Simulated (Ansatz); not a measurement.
Runs of Ansatz 0.2.0 on CdS. Symmetry: P3m1, No. 156, trigonal system. Conventional cell: a = 4.261 Å, b = 4.261 Å, c = 5.804 Å, α = 90.00°, β = 90.00°, γ = 120.00°. Cd (site symmetry 3m) is surrounded by 3 S at 2.46 Å. S (site symmetry 3m) has 3 Cd at 2.46 Å as nearest neighbours. Measurements of this composition are mostly on another form, of space group No. 186.

```csv
task,level,cell,smearing,gap on the mesh (eV),pressure (GPa),relaxed volume (Å³/atom)
single point,PBE,as given,gaussian 0.029 eV,1.47,-0.2,-
relaxation of cell and atoms,revPBE+D3(BJ),relaxed,fermi-dirac 0.05 eV,none,0.0,20.29
relaxation of cell and atoms,revPBE+D4,relaxed,fermi-dirac 0.05 eV,none,0.0,(b)
relaxation of cell and atoms,BLYP+D3(BJ),relaxed,fermi-dirac 0.05 eV,none,0.0,20.86
relaxation of cell and atoms,RPBE+D3(BJ),relaxed,fermi-dirac 0.05 eV,(a),0.0,17.89
```

Alike in all rows: potentials or basis Ansatz PAW; no spin polarisation; k mesh 7 × 7 × 5; cutoff (eV) 420.

Task: Fill in the values left out.

Result: (a) 0.40; (b) 20.42.

Caveats: the volume moved by over 15 % at a fixed basis, so the end points are rough (some runs); the plane-wave basis is chosen anew once the cell has moved, so the energies of steps on either side of that aren't comparable (some runs); the PAW data sets come from PBE, with cores solved anew for the run's functional, which leaves a small shift of forces and pressure (some runs); pairwise dispersion overbinds metals, which lowers pressure and volume (some runs); odd divisions of the mesh miss points on the zone boundary, where band edges often lie, so the gap on the mesh can be too wide (some runs).

A k mesh can miss the band edges, and the runs leave out spin-orbit coupling on Cd.

A gap of «none» marks a metal or a gap under the smearing width.
